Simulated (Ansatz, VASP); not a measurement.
# One calculation of BAs, two programs

File INCAR:

```
SYSTEM = BAs
PREC     = Accurate       ! precision mode
ENCUT    = 600            ! plane-wave cutoff, eV
EDIFF    = 1E-6           ! SCF threshold, eV
ISMEAR   = 0              ! smearing method
SIGMA    = 0.02           ! smearing width, eV
LREAL    = .False.        ! projectors in reciprocal space
LASPH    = .True.         ! aspherical terms in the spheres
NELM     = 80             ! most SCF steps
ALGO     = Normal         ! electronic algorithm
ISIF     = 3              ! what is computed and relaxed
LWAVE    = .False.        ! write WAVECAR
LCHARG   = .False.        ! write CHGCAR
GGA      = PE             ! functional
IBRION   = 2              ! ionic algorithm
NSW      = 100            ! ionic steps
EDIFFG   = -0.005         ! ionic threshold
```

File KPOINTS:

```
Automatic mesh
0
Gamma
  10 10 10
  0 0 0
```

POSCAR

```
BAs
1.0
    0.0000000000      2.3885000000      2.3885000000
    2.3885000000      0.0000000000      2.3885000000
    2.3885000000      2.3885000000      0.0000000000
B As
1 1
Direct
    0.0000000000      0.0000000000      0.0000000000
    0.2500000000      0.2500000000      0.2500000000
```

Input for Ansatz:

```yaml
crystal:
  lattice:
    - [0.0, 2.3885, 2.3885]
    - [2.3885, 0.0, 2.3885]
    - [2.3885, 2.3885, 0.0]
  atoms:
    - { symbol: B, position: [0.0, 0.0, 0.0] }
    - { symbol: As, position: [0.25, 0.25, 0.25] }
basis:
  ecutwfc: 420
kpoints:
  mp_grid: { grid: [10, 10, 10] }
hamiltonian:
  xc: pbe
scf:
  occupations: { method: gaussian, width: 0.02 }
output:
  forces: true
  stress: true
  eigenvalues: true
relax:
  adjacent_minimum: "off"
  f_tol: 0.005
  max_steps: 80
  cell: { stress_tol: 0.05 }
```

Alike in both runs: task relaxation of cell and atoms; functional PBE; k mesh 10 × 10 × 10; occupations gaussian, width 0.02 eV; no spin polarisation.

```csv
,VASP,Ansatz
version,VASP 6.6.1,Ansatz 0.2.0
potentials or method,"VASP PAW PBE potentials, release 64 (B, As)","scalar-relativistic, plane waves, PAW"
plane-wave cutoff (eV),600,420
valence electrons in the cell,8,18
```

```tsv
	VASP	Ansatz	Ansatz less VASP
gap on the k mesh at the Fermi level, each at its own relaxed structure (eV)	1.20	1.20	+0.003
relaxed volume (Å³/atom)	13.97	13.90	-0.065
relaxed cell length with the largest relative difference (Å)	3.406	3.400	-0.0053
energy change over the relaxation (meV/atom)	-4	-2	+1.2
```

The two sets of potentials don't hold the same shells in valence.

A k mesh can miss the band edges. Zero-point motion and thermal expansion aren't in these numbers. A hybrid or GW would open this gap; PBE tends to underestimate it.
